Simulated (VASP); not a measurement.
## BN in VASP 6.6.1, single-point calculation

INCAR

```
ENCUT = 520
NELM = 58
NBANDS = 11
LASPH = .TRUE.
LREAL = .FALSE.
ISIF = 2
LWAVE = .FALSE.
IBRION = -1
LCHARG = .FALSE.
SIGMA = 0.01
EDIFF = 1E-7
ISMEAR = 0
LMAXMIX = 4
METAGGA = R2SCAN
PREC = Accurate
ALGO = Normal
NSW = 0
```

KPOINTS

```
KPOINTS created by Atomic Simulation Environment
0
Gamma
12 12 12
0 0 0
```

POSCAR

```
B  N
 1.0000000000000000
    -0.0000000000000000    1.7458259349545111    1.7458259349545111
     1.7458259349545111   -0.0000000000000000    1.7458259349545111
     1.7458259349545111    1.7458259349545111   -0.0000000000000000
 B   N
   1   1
Cartesian
 -0.0000000000000000 -0.0000000000000000 -0.0000000000000000
  1.7458259349545109  1.7458259349545109  1.7458259349545109
```

The recommended PBE PAW datasets give the neutral cell 8 valence electrons.

Command

```
mpirun -np 1 vasp_std
```

**Question.** Predict the outcome of this run.

**Answer.** It converged. Results: gap between bands v and c on the k mesh 1.33 eV; least direct gap on the k mesh 6.51 eV; pressure 0.5 GPa. Band v is the last that the valence electrons fill when counted band by band, and c is the next.

OSZICAR

```
N       E                     dE             d eps       ncg     rms          rms(c)
DAV:   1     0.828474873762E+01    0.82847E+01   -0.52011E+03  1643   0.757E+02
DAV:   2    -0.180466685242E+02   -0.26331E+02   -0.24521E+02  1850   0.158E+02
DAV:   3    -0.186682772978E+02   -0.62161E+00   -0.61944E+00  1878   0.195E+01
DAV:   4    -0.186690313213E+02   -0.75402E-03   -0.75401E-03  1737   0.714E-01
DAV:   5    -0.186690316909E+02   -0.36954E-06   -0.36956E-06  1875   0.169E-02    0.621E+00
DAV:   6    -0.153614774053E+02    0.33076E+01   -0.27330E+00  1629   0.873E+00    0.276E+00
DAV:   7    -0.154110302766E+02   -0.49553E-01   -0.24064E-01  1791   0.352E+00    0.160E+00
DAV:   8    -0.154306321705E+02   -0.19602E-01   -0.28516E-02  1725   0.122E+00    0.310E-01
DAV:   9    -0.154296631389E+02    0.96903E-03   -0.72438E-03  1778   0.458E-01    0.665E-02
DAV:  10    -0.154296894656E+02   -0.26327E-04   -0.14267E-04  1737   0.119E-01    0.432E-02
DAV:  11    -0.154296980760E+02   -0.86104E-05   -0.13976E-04  1719   0.763E-02    0.229E-03
DAV:  12    -0.154296986977E+02   -0.62177E-06   -0.28947E-06  1806   0.170E-02    0.351E-03
DAV:  13    -0.154296988777E+02   -0.17997E-06   -0.12339E-07  1722   0.377E-03    0.102E-03
DAV:  14    -0.154296988989E+02   -0.21240E-07   -0.29147E-09   894   0.590E-04
   1 F= -.15429699E+02 E0= -.15429699E+02  d E =-.400288E-11
```

For comparison, a separate r²SCAN run of the intended cell, on usual settings and not on those above, gives a gap of 1.33 eV on its mesh and a pressure of 0.5 GPa.
